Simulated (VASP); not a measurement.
# GaAs (F-43m) in VASP: notebook, part 3 of 3

VASP 6.6.1. Earlier steps stand in the parts before.

## (5) Elastic constants, PBEsol

This run uses another cell than the first one, of 22.70 Å³/atom, 0.996 times its volume.

File POSCAR:

```
GaAs
1.0
    0.0000000000      2.8313993253      2.8313993253
    2.8313993253      0.0000000000      2.8313993253
    2.8313993253      2.8313993253      0.0000000000
  Ga              As
     1     1
Direct
     0.0000000000000000    0.0000000000000000    0.0000000000000000
     0.2500000000000000    0.2500000000000000    0.2500000000000000
```

File INCAR.step1:

```
PREC = Accurate
ENCUT = 600
EDIFF = 1E-8
ISMEAR = 0
SIGMA = 0.03
LREAL = False
LASPH = True
NELM = 80
ALGO = Normal
ISIF = 3
LWAVE = False
LCHARG = False
GGA = PS
IBRION = 2
NSW = 40
EDIFFG = -0.002
```

File INCAR.step2:

```
PREC = Accurate
ENCUT = 600
EDIFF = 1E-8
ISMEAR = 0
SIGMA = 0.03
LREAL = False
LASPH = True
NELM = 80
ALGO = Normal
ISIF = 3
LWAVE = False
LCHARG = False
GGA = PS
IBRION = 6
NFREE = 2
POTIM = 0.015
NSW = 1
```

File KPOINTS:

```
regular mesh
0
Gamma
  10 10 10
```

Potentials or basis: VASP PAW PBE potentials, release 64 (Ga_d, As).

Started as:

```
cat potpaw_PBE.64/Ga_d/POTCAR potpaw_PBE.64/As/POTCAR > POTCAR
cp INCAR.step1 INCAR
mpirun -np 1 vasp_std > vasp.out
cp CONTCAR POSCAR
cp INCAR.step2 INCAR
mpirun -np 1 vasp_std > vasp.out
```

OUTCAR:

```text
PREC = Accurate
   ENCUT = 600
   EDIFF = 1E-8
   ISMEAR = 0
   LREAL = False
   LASPH = True
   NELM = 80
   ISIF = 3
   GGA = PS
   IBRION = 6
   NFREE = 2
   POTIM = 0.015
   NSW = 1

 ion  position               nearest neighbor table
   1  0.000  0.000  0.000-   2 2.45   2 2.45   2 2.45   2 2.45
   2  0.250  0.250  0.250-   1 2.45   1 2.45   1 2.45   1 2.45

  LATTYP: Found a face centered cubic cell.
 ALAT       =     5.6627986506

  Lattice vectors:

 A1 = (   0.0000000000,   2.8313993253,   2.8313993253)
 A2 = (   2.8313993253,   0.0000000000,   2.8313993253)
 A3 = (   2.8313993253,   2.8313993253,   0.0000000000)

Analysis of symmetry for initial positions (statically):
=====================================================================
 Subroutine PRICEL returns:
 Original cell was already a primitive cell.

 Routine SETGRP: Setting up the symmetry group for a
 face centered cubic supercell.

 Subroutine GETGRP returns: Found 24 space group operations
 (whereof 24 operations were pure point group operations)
 out of a pool of 48 trial point group operations.

The static configuration has the point symmetry T_d .

Analysis of symmetry for dynamics (positions and initial velocities):
=====================================================================
 Subroutine PRICEL returns:
 Original cell was already a primitive cell.

[... 750 lines left out ...]
  in kB        0.0800098      0.1619200      0.1619200      0.0000000      3.8092649      0.0000000
  external PRESSURE =       0.1346166 kB  Pullay stress =       0.0000000 kB
[... 17 lines left out ...]
  FREE ENERGIE OF THE ION-ELECTRON SYSTEM (eV)
  ---------------------------------------------------
  free  energy   TOTEN  =        -9.0904522620 eV

  energy  without entropy=       -9.0904522620  energy(sigma->0) =       -9.09045226

 INTERNAL STRAIN TENSORS FROM STRAINED CELLS
 ============================================

 INTERNAL STRAIN TENSOR FOR ION    1 for displacements in x,y,z  (eV/Angst):
          X           Y           Z          XY          YZ          ZX
  --------------------------------------------------------------------------------
  x     0.00000     0.00000     0.00000    -0.00000     7.19924    -0.00000
  y    -0.00000     0.00000     0.00000    -0.00000     0.00000     7.19929
  z    -0.00000     0.00000    -0.00000     7.19876    -0.00000     0.00000

 INTERNAL STRAIN TENSORS FROM DISPLACED ATOMS
 ============================================

 INTERNAL STRAIN TENSOR FOR ION    1 for displacements in x,y,z  (eV/Angst):
          X           Y           Z          XY          YZ          ZX
  --------------------------------------------------------------------------------
  x     0.00000    -0.00000    -0.00000     0.00000     7.19757     0.00000
  y    -0.00000     0.00000    -0.00000     0.00000     0.00000     7.19757
  z    -0.00000    -0.00000     0.00000     7.19757     0.00000     0.00000

 INTERNAL STRAIN TENSOR FOR ION    2 for displacements in x,y,z  (eV/Angst):
          X           Y           Z          XY          YZ          ZX
  --------------------------------------------------------------------------------
  x     0.00000    -0.00000    -0.00000     0.00000    -7.19108     0.00000
  y     0.00000    -0.00000     0.00000     0.00000     0.00000    -7.19108
  z    -0.00000    -0.00000     0.00000    -7.19108     0.00000     0.00000

 Eigenvectors and eigenvalues of the dynamical matrix
 ----------------------------------------------------

   1 f  =    7.881952 THz    49.523765 2PiTHz  262.913620 cm-1    32.597120 meV
             X         Y         Z           dx          dy          dz
      0.000000  0.000000  0.000000     0.000000   -0.000000   -0.720101
      1.415700  1.415700  1.415700     0.000000   -0.000000    0.693869
[... 21 lines left out ...]
   6 f/i=    0.004524 THz     0.028423 2PiTHz    0.150891 cm-1     0.018708 meV
             X         Y         Z           dx          dy          dz
      0.000000  0.000000  0.000000     0.263759    0.281549   -0.576729
      1.415700  1.415700  1.415700     0.273731    0.292193   -0.598531

--------------------------------------------------------------------------------------------------------

 ELASTIC MODULI CONTR FROM IONIC RELAXATION (kBar)
 Direction    XX          YY          ZZ          XY          YZ          ZX
 --------------------------------------------------------------------------------
 XX          -0.0000      0.0000     -0.0000      0.0000     -0.0000      0.0000
 YY           0.0000     -0.0000      0.0000      0.0000      0.0000     -0.0000
 ZZ          -0.0000      0.0000     -0.0000     -0.0000      0.0000      0.0000
 XY           0.0000      0.0000     -0.0000   -198.9881     -0.0000     -0.0000
 YZ          -0.0000      0.0000      0.0000     -0.0000   -198.9881     -0.0000
 ZX           0.0000     -0.0000      0.0000     -0.0000     -0.0000   -198.9881
 --------------------------------------------------------------------------------

 TOTAL ELASTIC MODULI (kBar)
 Direction    XX          YY          ZZ          XY          YZ          ZX
 --------------------------------------------------------------------------------
 XX        1095.1155    493.0908    493.0908      0.0000     -0.0000      0.0000
 YY         493.0908   1095.1155    493.0908     -0.0000      0.0000     -0.0000
 ZZ         493.0908    493.0908   1095.1155      0.0000      0.0000      0.0000
 XY           0.0000     -0.0000      0.0000    549.9718     -0.0000     -0.0000
 YZ          -0.0000      0.0000      0.0000     -0.0000    549.9718     -0.0000
 ZX           0.0000     -0.0000      0.0000     -0.0000     -0.0000    549.9718
 --------------------------------------------------------------------------------
```

Wall time 7.7 min (1 thread of Intel Xeon 6975P-C (Granite Rapids), shared host); peak memory 0.47 GiB.

Results:

```yaml
Elastic_constants_C11_C12_C44: 110, 49, 55 GPa
Voigt_bulk_modulus: 69 GPa
Highest_phonon_frequency_at_Γ_LO-TO_splitting_left_out: 263 cm⁻¹
```

Phonon frequencies in cm⁻¹ (negative: imaginary):
| q point | frequencies |
| --- | --- |
| (0.000, 0.000, 0.000) | 0 0 0 263 263 263 |

Elastic tensor in Voigt notation (GPa, in the Cartesian axes of the cell as first typed):
```
110  49  49   0   0   0
 49 110  49   0   0   0
 49  49 110   0   0   0
  0   0   0  55   0   0
  0   0   0   0  55   0
  0   0   0   0   0  55
```

Clamped-ion elastic tensor (GPa):
```
110  49  49   0   0   0
 49 110  49   0   0   0
 49  49 110   0   0   0
  0   0   0  75   0   0
  0   0   0   0  75   0
  0   0   0   0   0  75
```

Caveat: the PAW data sets were made with another functional, which shifts forces and pressure a little.

## (6) Band structure, HSE06, spin-orbit coupling, no magnetisation

This run uses another cell than the first one, of 22.70 Å³/atom, 0.996 times its volume.

File POSCAR:

```
GaAs                                    
1.0
    0.0000000000      2.8313993252      2.8313993252
    2.8313993252      0.0000000000      2.8313993252
    2.8313993252      2.8313993252      0.0000000000
  Ga              As            
     1     1
Direct
     0.0000000000000000    0.0000000000000000    0.0000000000000000
     0.2500000000000000    0.2500000000000000    0.2500000000000000
```

File INCAR.step1:

```
SYSTEM = GaAs
  PREC = Accurate
  ENCUT = 520
  EDIFF = 1E-5
  ISMEAR = 0
  SIGMA = 0.03
  LREAL = .False.
  LASPH = .True.
  NELM = 80
  ALGO = Normal
  ISIF = 2
  LWAVE = .True.
  LCHARG = .False.
  LNONCOLLINEAR = .True.
  MAGMOM = 0 0 0 0 0 0
  LORBIT = 11
  LSORBIT = .True.
  GGA_COMPAT = .False.
  NBANDS = 30
  KPAR = 4
  GGA = PE
```

File INCAR.step2:

```
SYSTEM = GaAs
  PREC = Accurate
  ENCUT = 520
  EDIFF = 1E-6
  ISMEAR = 0
  SIGMA = 0.03
  LREAL = .False.
  LASPH = .True.
  NELM = 80
  ALGO = Normal
  ISIF = 2
  LWAVE = .False.
  LCHARG = .False.
  LNONCOLLINEAR = .True.
  MAGMOM = 0 0 0 0 0 0
  LORBIT = 11
  LSORBIT = .True.
  GGA_COMPAT = .False.
  GGA = PE
  LHFCALC = .True.
  HFSCREEN = 0.2
  PRECFOCK = Fast
  NBANDS = 30
  KPAR = 4
  ISTART = 1
```

File KPOINTS:

```
Automatic mesh
0
Gamma
  4 4 4
  0 0 0
```

File KPOINTS_OPT:

```
explicit points
6
Reciprocal
 0.0000000000  0.0000000000  0.0000000000 1
 0.3750000000  0.3750000000  0.7500000000 1
 0.5000000000  0.5000000000  0.5000000000 1
 0.6250000000  0.2500000000  0.6250000000 1
 0.5000000000  0.2500000000  0.7500000000 1
 0.5000000000  0.0000000000  0.5000000000 1
```

Potentials or basis: VASP PAW PBE potentials, release 64 (Ga_d, As).

Started as:

```
cat potpaw_PBE.64/Ga_d/POTCAR potpaw_PBE.64/As/POTCAR > POTCAR
cp INCAR.step1 INCAR
mpirun -np 4 vasp_ncl > vasp.out
cp INCAR.step2 INCAR
mpirun -np 4 vasp_ncl > vasp.out
```

OUTCAR:

```text
SYSTEM = GaAs
   PREC = Accurate
   ENCUT = 520
   EDIFF = 1E-6
   ISMEAR = 0
   LREAL = .False.
   LASPH = .True.
   NELM = 80
   ISIF = 2
   LNONCOLLINEAR = .True.
   LORBIT = 11
   LSORBIT = .True.
   GGA = PE
   LHFCALC = .True.
   HFSCREEN = 0.2
   PRECFOCK = Fast
   ISTART = 1

 ion  position               nearest neighbor table
   1  0.000  0.000  0.000-   2 2.45   2 2.45   2 2.45   2 2.45
   2  0.250  0.250  0.250-   1 2.45   1 2.45   1 2.45   1 2.45

  LATTYP: Found a face centered cubic cell.
 ALAT       =     5.6627986504

  Lattice vectors:

 A1 = (   0.0000000000,   2.8313993252,   2.8313993252)
 A2 = (   2.8313993252,   0.0000000000,   2.8313993252)
 A3 = (   2.8313993252,   2.8313993252,   0.0000000000)

Analysis of symmetry for initial positions (statically):
=====================================================================
 Subroutine PRICEL returns:
 Original cell was already a primitive cell.

 Routine SETGRP: Setting up the symmetry group for a
 face centered cubic supercell.

 Subroutine GETGRP returns: Found 24 space group operations
 (whereof 24 operations were pure point group operations)
 out of a pool of 48 trial point group operations.

The static configuration has the point symmetry T_d .

Analysis of symmetry for dynamics (positions and initial velocities):
=====================================================================
 Subroutine PRICEL returns:
 Original cell was already a primitive cell.

 Routine SETGRP: Setting up the symmetry group for a
 face centered cubic supercell.

 Subroutine GETGRP returns: Found 24 space group operations
 (whereof 24 operations were pure point group operations)
 out of a pool of 48 trial point group operations.

[... 515 lines left out ...]
 -----------------------------------------------------------------------------------
      0.00000      0.00000      0.00000         0.000000      0.000000      0.000000
      1.41570      1.41570      1.41570        -0.000000     -0.000000     -0.000000
 -----------------------------------------------------------------------------------
    total drift:                                0.000006      0.000007      0.000001

  FREE ENERGIE OF THE ION-ELECTRON SYSTEM (eV)
  ---------------------------------------------------
  free  energy   TOTEN  =        -9.7591206454 eV

  energy  without entropy=       -9.7591206454  energy(sigma->0) =       -9.75912065

 Spin-Orbit-Coupling matrix elements

 Ion:    1  E_soc:     -0.0105743
 l=   1
     0.0000000    -0.0010130    -0.0010130
    -0.0010130     0.0000000    -0.0010130
    -0.0010130    -0.0010130     0.0000000
 l=   2
     0.0000000    -0.0001515     0.0000000    -0.0001515    -0.0005979
    -0.0001515     0.0000000    -0.0004484    -0.0001515    -0.0001495
     0.0000000    -0.0004484     0.0000000    -0.0004484     0.0000000
    -0.0001515    -0.0001515    -0.0004484     0.0000000    -0.0001495
    -0.0005979    -0.0001495     0.0000000    -0.0001495     0.0000000
 l=   3
     0.0000000     0.0000000     0.0000000     0.0000000     0.0000000     0.0000000     0.0000000
     0.0000000     0.0000000     0.0000000     0.0000000     0.0000000     0.0000000     0.0000000
     0.0000000     0.0000000     0.0000000     0.0000000     0.0000000     0.0000000     0.0000000
     0.0000000     0.0000000     0.0000000     0.0000000     0.0000000     0.0000000     0.0000000
     0.0000000     0.0000000     0.0000000     0.0000000     0.0000000     0.0000000     0.0000000
     0.0000000     0.0000000     0.0000000     0.0000000     0.0000000     0.0000000     0.0000000
     0.0000000     0.0000000     0.0000000     0.0000000     0.0000000     0.0000000     0.0000000

 Ion:    2  E_soc:     -0.0226202
 l=   1
     0.0000000    -0.0037617    -0.0037617
    -0.0037617     0.0000000    -0.0037617
    -0.0037617    -0.0037617     0.0000000
 l=   2
     0.0000000    -0.0000051     0.0000000    -0.0000051    -0.0000033
    -0.0000051     0.0000000    -0.0000024    -0.0000051    -0.0000008
     0.0000000    -0.0000024     0.0000000    -0.0000024     0.0000000
    -0.0000051    -0.0000051    -0.0000024     0.0000000    -0.0000008
    -0.0000033    -0.0000008     0.0000000    -0.0000008     0.0000000
 l=   3
     0.0000000     0.0000000     0.0000000     0.0000000     0.0000000     0.0000000     0.0000000
     0.0000000     0.0000000     0.0000000     0.0000000     0.0000000     0.0000000     0.0000000
     0.0000000     0.0000000     0.0000000     0.0000000     0.0000000     0.0000000     0.0000000
     0.0000000     0.0000000     0.0000000     0.0000000     0.0000000     0.0000000     0.0000000
     0.0000000     0.0000000     0.0000000     0.0000000     0.0000000     0.0000000     0.0000000
     0.0000000     0.0000000     0.0000000     0.0000000     0.0000000     0.0000000     0.0000000
     0.0000000     0.0000000     0.0000000     0.0000000     0.0000000     0.0000000     0.0000000

 total charge

# of ion       s       p       d       tot
------------------------------------------
    1        0.825   0.805  10.011  11.641
    2        1.206   1.668   0.030   2.904
--------------------------------------------------
tot          2.031   2.473  10.042  14.546

 magnetization (x)

# of ion       s       p       d       tot
------------------------------------------
    1       -0.000  -0.000   0.000  -0.000
    2        0.000   0.000   0.000   0.000
--------------------------------------------------
tot         -0.000  -0.000   0.000  -0.000

 magnetization (y)

# of ion       s       p       d       tot
------------------------------------------
    1       -0.000   0.000   0.000   0.000
    2        0.000   0.000   0.000   0.000
--------------------------------------------------
tot         -0.000   0.000   0.000   0.000

 magnetization (z)

# of ion       s       p       d       tot
------------------------------------------
    1        0.000  -0.000  -0.000  -0.000
    2        0.000   0.000   0.000   0.000
--------------------------------------------------
tot          0.000  -0.000   0.000  -0.000
```

OUTCAR.step1:

```text
SYSTEM = GaAs
   PREC = Accurate
   ENCUT = 520
   EDIFF = 1E-5
   ISMEAR = 0
   LREAL = .False.
   LASPH = .True.
   NELM = 80
   ISIF = 2
   LNONCOLLINEAR = .True.
   LORBIT = 11
   LSORBIT = .True.
   GGA = PE

[... 619 lines left out ...]

 magnetization (y)

# of ion       s       p       d       tot
------------------------------------------
    1        0.000   0.000   0.000   0.000
    2        0.000   0.000   0.000   0.000
--------------------------------------------------
tot          0.000   0.000   0.000   0.000

 magnetization (z)

# of ion       s       p       d       tot
------------------------------------------
    1       -0.000   0.000  -0.000  -0.000
    2       -0.000   0.000   0.000   0.000
--------------------------------------------------
tot         -0.000   0.000  -0.000  -0.000
```

It took 17 min on 4 MPI ranks of AMD EPYC 7R13 (Zen 3), shared host; peak memory 0.37 GiB.

What came out:

| Property | Result |
| --- | --- |
| Free energy | -9.7591 eV |
| Pressure | 0.9 GPa |
| Valence electrons inside the program's atomic spheres | Ga 11.64; As 2.90 |

Caveat: the k mesh is coarse (spacing up to 0.48 Å⁻¹), so the values aren't converged, least of all with exact exchange; the PAW data sets were made with another functional, which shifts forces and pressure a little.

## (7) Against experiment

Step 4. Against the measured high-frequency dielectric constant of GaAs, 10.89 (300 K; a printed reference work, textbook), the calculated 14.13 is off by +29.7 %.
